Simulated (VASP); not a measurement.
# GePt (Pnma) in VASP: elastic constants with PBE

Aim: the elastic constants of GePt with PBE.

All numbers are computed with VASP 6.6.1; they aren't measurements. Logs are shortened: lines on timing, memory, paths and dates and some standing lists are left out, and cuts for length are marked.

**1. Starting point**

The structure is orthorhombic, space group Pnma (No. 62). Conventional cell: a = 5.819 Å, b = 3.753 Å, c = 6.184 Å, α = 90.00°, β = 90.00°, γ = 90.00°. Ge (site symmetry m) is surrounded by 6 Pt at 2.51 to 2.70 Å. Pt (site symmetry m) has 6 Ge at 2.51 to 2.70 Å as nearest neighbours.

The cell was built by a generator and needn't be a form met in nature.

**2. Elastic constants, PBE**

Contents of POSCAR:

```
GePt
1.0
    5.8185200000      0.0000000000      0.0000000000
    0.0000000000      3.7530500000      0.0000000000
    0.0000000000      0.0000000000      6.1841100000
Ge Pt
4 4
Direct
    0.6865260000      0.2500000000      0.5881940000
    0.8134740000      0.7500000000      0.0881940000
    0.3134740000      0.7500000000      0.4118060000
    0.1865260000      0.2500000000      0.9118060000
    0.9977050000      0.2500000000      0.3074150000
    0.5022950000      0.7500000000      0.8074150000
    0.0022950000      0.7500000000      0.6925850000
    0.4977050000      0.2500000000      0.1925850000
```

Contents of INCAR.step1:

```
SYSTEM = GePt
PREC = Accurate
ENCUT = 520
EDIFF = 1E-8
ISMEAR = 0
SIGMA = 0.1
LREAL = .False.
LASPH = .True.
NELM = 60
ALGO = Normal
ISIF = 3
LWAVE = .False.
LCHARG = .False.
GGA = PE
KPAR = 8
IBRION = 2
NSW = 40
EDIFFG = -0.002
```

Contents of INCAR.step2:

```
SYSTEM = GePt
PREC = Accurate
ENCUT = 520
EDIFF = 1E-8
ISMEAR = 0
SIGMA = 0.1
LREAL = .False.
LASPH = .True.
NELM = 60
ALGO = Normal
ISIF = 3
LWAVE = .False.
LCHARG = .False.
GGA = PE
KPAR = 8
IBRION = 6
NFREE = 2
POTIM = 0.015
NSW = 1
```

Contents of KPOINTS:

```
regular mesh
0
Gamma
  4 6 4
  0 0 0
```

Potentials or basis: VASP PAW PBE potentials, release 64 (Ge_d, Pt).

Launch:

```
$ cat potpaw_PBE.64/Ge_d/POTCAR potpaw_PBE.64/Pt/POTCAR > POTCAR
$ cp INCAR.step1 INCAR
$ mpirun -np 8 vasp_std > vasp.out
$ cp CONTCAR POSCAR
$ cp INCAR.step2 INCAR
$ mpirun -np 8 vasp_std > vasp.out
```

OUTCAR:

```text
SYSTEM = GePt
   PREC = Accurate
   ENCUT = 520
   EDIFF = 1E-8
   ISMEAR = 0
   LREAL = .False.
   LASPH = .True.
   NELM = 60
   ISIF = 3
   GGA = PE
   IBRION = 6
   NFREE = 2
   POTIM = 0.015
   NSW = 1

 ion  position               nearest neighbor table
   1  0.686  0.250  0.588-   5 2.51   6 2.55   6 2.55   8 2.67   7 2.71   7 2.71
   2  0.814  0.750  0.088-   6 2.51   5 2.55   5 2.55   7 2.67   8 2.71   8 2.71
   3  0.314  0.750  0.412-   7 2.51   8 2.55   8 2.55   6 2.67   5 2.71   5 2.71
   4  0.186  0.250  0.912-   8 2.51   7 2.55   7 2.55   5 2.67   6 2.71   6 2.71
   5  0.998  0.250  0.308-   1 2.51   2 2.55   2 2.55   4 2.67   3 2.71   3 2.71   8 3.00   8 3.00
                             7 3.02   7 3.02
   6  0.502  0.750  0.808-   2 2.51   1 2.55   1 2.55   3 2.67   4 2.71   4 2.71   7 3.00   7 3.00
                             8 3.02   8 3.02
   7  0.002  0.750  0.692-   3 2.51   4 2.55   4 2.55   2 2.67   1 2.71   1 2.71   6 3.00   6 3.00
                             5 3.02   5 3.02
   8  0.498  0.250  0.192-   4 2.51   3 2.55   3 2.55   1 2.67   2 2.71   2 2.71   5 3.00   5 3.00
                             6 3.02   6 3.02

  LATTYP: Found a simple orthorhombic cell.
 ALAT       =     3.7441972853
 B/A-ratio  =     1.5576757173
 C/A-ratio  =     1.6490264793

  Lattice vectors:

 A1 = (   0.0000000000,  -3.7441972853,   0.0000000000)
 A2 = (   5.8322451921,   0.0000000000,   0.0000000000)
 A3 = (   0.0000000000,   0.0000000000,   6.1742804674)

Analysis of symmetry for initial positions (statically):
=====================================================================
 Subroutine PRICEL returns:
 Original cell was already a primitive cell.

 Routine SETGRP: Setting up the symmetry group for a
 simple orthorhombic supercell.

 Subroutine GETGRP returns: Found  8 space group operations
 (whereof  2 operations were pure point group operations)
 out of a pool of  8 trial point group operations.

The static configuration has the point symmetry S_2 .
 The point group associated with its full space group is D_2h.

Analysis of symmetry for dynamics (positions and initial velocities):
=====================================================================
 Subroutine PRICEL returns:
 Original cell was already a primitive cell.

 Routine SETGRP: Setting up the symmetry group for a
 simple orthorhombic supercell.

 Subroutine GETGRP returns: Found  8 space group operations
 (whereof  2 operations were pure point group operations)
 out of a pool of  8 trial point group operations.

The dynamic configuration has the point symmetry S_2 .
 The point group associated with its full space group is D_2h.

 Subroutine INISYM returns: Found  8 space group operations
 (whereof  2 operations are pure point group operations),
 and found     1 'primitive' translations

----------------------------------------------------------------------------------------

                                     Primitive cell

  volume of cell :     134.8282

  direct lattice vectors                    reciprocal lattice vectors
     5.832245192  0.000000000  0.000000000     0.171460555  0.000000000  0.000000000
     0.000000000  3.744197285  0.000000000     0.000000000  0.267079944  0.000000000
     0.000000000  0.000000000  6.174280467     0.000000000  0.000000000  0.161962192

  length of vectors
     5.832245192  3.744197285  6.174280467     0.171460555  0.267079944  0.161962192

  position of ions in fractional coordinates (direct lattice)
     0.685616652  0.250000000  0.587517501
     0.814383348  0.750000000  0.087517501
[... 147 lines left out ...]
  -------------------------------------------------------------------------------------
  Total        0.0100652      0.0082431      0.0047334     -0.0000000      0.0000000      0.0000000
  in kB        0.1196052      0.0979531      0.0562472     -0.0000000      0.0000000      0.0000000
  external PRESSURE =       0.0912685 kB  Pullay stress =       0.0000000 kB
[... 107 lines left out ...]
  FREE ENERGIE OF THE ION-ELECTRON SYSTEM (eV)
  ---------------------------------------------------
  free  energy   TOTEN  =       -46.1790158396 eV

  energy  without entropy=      -46.1638721003  energy(sigma->0) =      -46.17144397

[... ionic steps 4 to 22 ...]

--------------------------------------- Ionic step       23  -------------------------------------------

 number of electron      95.9999960 magnetization

------------------------ aborting loop because EDIFF is reached ----------------------------------------
[... 79 lines left out ...]
--------------------------------------- Ionic step       25  -------------------------------------------

 number of electron      95.9999960 magnetization

 Free energy of the ion-electron system (eV)
  ---------------------------------------------------
  ext. energy  EPLUGINS =         0.00000000
  ---------------------------------------------------
  free energy    TOTEN  =       -46.20056994 eV

  energy without entropy =      -46.18532258  energy(sigma->0) =      -46.19294626

 E-fermi :   9.0985     XC(G=0): -12.2219

 val. band max:        9.0915560194   @ k =   0.5000   0.1667   0.2500
 cond. band min:       9.0995596821   @ k =   0.5000   0.1667   0.2500
 fundamental gap:      0.0080036627
 Fermi energy:         9.0985147074

 k-point     1 :       0.0000    0.0000    0.0000
  band No.  band energies     occupation
      1     -16.0090      2.00000
      2     -16.0022      2.00000
      3     -16.0012      2.00000
      4     -15.9978      2.00000
      5     -15.9875      2.00000
      6     -15.9770      2.00000
[... 1429 lines left out ...]
     56      13.0784      0.00000
     57      14.1819      0.00000

 [... further k-points ...]
[... 5 lines left out ...]
  --------------------------------------------------------------------------------------
  -------------------------------------------------------------------------------------
  Total        0.0389508      0.0547242      0.0245666      0.0000000      0.0000000      0.0371294
  in kB        0.4628567      0.6502927      0.2919272      0.0000000      0.0000000      0.4412126
  external PRESSURE =       0.4683589 kB  Pullay stress =       0.0000000 kB
[... 23 lines left out ...]
  FREE ENERGIE OF THE ION-ELECTRON SYSTEM (eV)
  ---------------------------------------------------
  free  energy   TOTEN  =       -46.2005699383 eV

  energy  without entropy=      -46.1853225803  energy(sigma->0) =      -46.19294626

 INTERNAL STRAIN TENSORS FROM STRAINED CELLS
 ============================================

 INTERNAL STRAIN TENSOR FOR ION    1 for displacements in x,y,z  (eV/Angst):
          X           Y           Z          XY          YZ          ZX
  --------------------------------------------------------------------------------
  x     3.59782    -0.94241     3.72425    -0.00026     0.00000    -2.59182
  y    -0.00000    -0.00000     0.00000    -2.72480     5.13366    -0.00000
  z    -2.57857     6.12584    -4.51202    -0.00029    -0.00000     0.81058

 INTERNAL STRAIN TENSORS FROM DISPLACED ATOMS
 ============================================

 INTERNAL STRAIN TENSOR FOR ION    1 for displacements in x,y,z  (eV/Angst):
          X           Y           Z          XY          YZ          ZX
  --------------------------------------------------------------------------------
  x     3.67781    -0.91571     3.71365     0.00000     0.00000    -2.59776
  y    -0.00000    -0.00000     0.00000    -2.72494     5.13220    -0.00000
  z    -2.74788     5.96916    -4.63639     0.00000     0.00000     0.80874

 INTERNAL STRAIN TENSOR FOR ION    8 for displacements in x,y,z  (eV/Angst):
          X           Y           Z          XY          YZ          ZX
  --------------------------------------------------------------------------------
  x    -2.77181    -1.63761    -3.77069     0.00000     0.00000    -0.24840
  y    -0.00000    -0.00000    -0.00000    -1.30128     1.10628     0.00000
  z     1.70383     2.91246     1.00360     0.00000     0.00000    -2.60171

 Eigenvectors and eigenvalues of the dynamical matrix
 ----------------------------------------------------

   1 f  =    7.174893 THz    45.081185 2PiTHz  239.328683 cm-1    29.672962 meV
             X         Y         Z           dx          dy          dz
      3.998684  0.936049  3.627498     0.393340   -0.000000   -0.269838
      4.749683  2.808148  0.540358     0.393340   -0.000000    0.269838
      1.833561  2.808148  2.546783    -0.393340   -0.000000    0.269838
      1.082562  0.936049  5.633923    -0.393340   -0.000000   -0.269838
      5.823495  0.936049  1.900016    -0.149897    0.000000    0.001455
      2.924872  2.808148  4.987157    -0.149897    0.000000   -0.001455
      0.008750  2.808148  4.274264     0.149897    0.000000   -0.001455
      2.907373  0.936049  1.187124     0.149897    0.000000    0.001455
[... 243 lines left out ...]
  24 f/i=    0.007388 THz     0.046421 2PiTHz    0.246441 cm-1     0.030555 meV
             X         Y         Z           dx          dy          dz
      3.998684  0.936049  3.627498    -0.000000   -0.261030   -0.000000
      4.749683  2.808148  0.540358    -0.000000   -0.261030   -0.000000
      1.833561  2.808148  2.546783    -0.000000   -0.261030   -0.000000
      1.082562  0.936049  5.633923    -0.000000   -0.261030   -0.000000
      5.823495  0.936049  1.900016    -0.000000   -0.426455   -0.000000
      2.924872  2.808148  4.987157    -0.000000   -0.426455   -0.000000
      0.008750  2.808148  4.274264    -0.000000   -0.426455   -0.000000
      2.907373  0.936049  1.187124    -0.000000   -0.426455   -0.000000

--------------------------------------------------------------------------------------------------------

 ELASTIC MODULI CONTR FROM IONIC RELAXATION (kBar)
 Direction    XX          YY          ZZ          XY          YZ          ZX
 --------------------------------------------------------------------------------
 XX        -242.9600      1.2990   -276.9877      0.0000      0.0000     -0.0000
 YY           1.2990   -288.9111     51.0008     -0.0000      0.0000      0.0000
 ZZ        -276.9877     51.0008   -345.7578     -0.0000      0.0000     -0.0000
 XY           0.0000     -0.0000     -0.0000    -51.0167     -0.0000     -0.0000
 YZ           0.0000      0.0000      0.0000     -0.0000   -191.5537      0.0000
 ZX          -0.0000      0.0000     -0.0000     -0.0000      0.0000    -59.3202
 --------------------------------------------------------------------------------

 TOTAL ELASTIC MODULI (kBar)
 Direction    XX          YY          ZZ          XY          YZ          ZX
 --------------------------------------------------------------------------------
 XX        2054.3430   1271.6504   1081.2125      0.0000      0.0000     -0.0000
 YY        1271.6504   1936.0573   1137.3449     -0.0000      0.0000      0.0000
 ZZ        1081.2125   1137.3449   2050.5299     -0.0000      0.0000     -0.0000
 XY           0.0000     -0.0000     -0.0000    511.9171     -0.0000     -0.0000
 YZ           0.0000      0.0000      0.0000     -0.0000    724.5799      0.0000
 ZX          -0.0000      0.0000     -0.0000     -0.0000      0.0000    766.0591
 --------------------------------------------------------------------------------
```

Wall time 13 min (8 MPI ranks of Intel Xeon 6975P-C (Granite Rapids), shared host); peak memory 0.67 GiB.

Results:

| Item | Value |
| --- | --- |
| Relaxed volume | 16.85 Å³/atom |
| Relaxed cell | a = 5.832 Å, b = 3.744 Å, c = 6.174 Å, α = 90.00°, β = 90.00°, γ = 90.00° |
| Space group after relaxing (to 0.05 Å) | Pnma (No. 62) |
| Voigt bulk modulus | 145 GPa |
| Highest phonon frequency at Γ, LO-TO splitting left out | 239 cm⁻¹ |

Step by step:
| step | energy change (eV) | largest force (eV/Å) | pressure (GPa) | volume (Å³) |
| --- | --- | --- | --- | --- |
| 1 | 0.0000 | 0.0326 | -0.09 | 135.04 |
| 2 | -0.0005 | 0.0244 | 0.10 | 134.85 |
| 3 | -0.0006 | 0.0220 | 0.21 | 134.74 |
| 4 | -0.0009 | 0.0172 | 0.05 | 134.85 |
| 5 | -0.0009 | 0.0172 | -0.06 | 134.92 |
| 6 | -0.0009 | 0.0171 | -0.04 | 134.91 |
| 7 | -0.0010 | 0.0121 | -0.03 | 134.89 |
| 8 | -0.0010 | 0.0080 | 0.02 | 134.83 |
| 9 | -0.0010 | 0.0062 | 0.01 | 134.84 |
| 10 | -0.0010 | 0.0047 | 0.00 | 134.85 |
| 11 | -0.0011 | 0.0029 | -0.02 | 134.86 |
| 12 | -0.0011 | 0.0015 | 0.03 | 134.81 |
| 13 | -0.0011 | 0.0019 | 0.01 | 134.83 |

Final structure:
```xyz
8
Lattice="5.8322 0.0000 0.0000 0.0000 3.7442 0.0000 0.0000 0.0000 6.1743" Properties=species:S:1:pos:R:3 pbc="T T T"
Ge    3.9987    0.9360    3.6275
Ge    4.7497    2.8081    0.5404
Ge    1.8336    2.8081    2.5468
Ge    1.0826    0.9360    5.6339
Pt    5.8235    0.9360    1.9000
Pt    2.9249    2.8081    4.9872
Pt    0.0088    2.8081    4.2743
Pt    2.9074    0.9360    1.1871
```

Phonon frequencies in cm⁻¹ (negative: imaginary):
```tsv
q point	frequencies
(0.000, 0.000, 0.000)	0 0 0 42 65 68 71 73 100 106 109 121 135 135 151 166 169 176 176 183 206 219 233 239
```

Elastic tensor in Voigt notation (GPa, in the Cartesian axes of the cell as first typed):
```
205 127 108   0   0   0
127 194 114   0   0   0
108 114 205   0   0   0
  0   0   0  72   0   0
  0   0   0   0  77   0
  0   0   0   0   0  51
```

Clamped-ion elastic tensor (GPa):
```
230 127 136   0   0   0
127 222 109   0   0   0
136 109 240   0   0   0
  0   0   0  92   0   0
  0   0   0   0  83   0
  0   0   0   0   0  56
```

The run has no spin-orbit coupling, so splittings on Pt are missing.
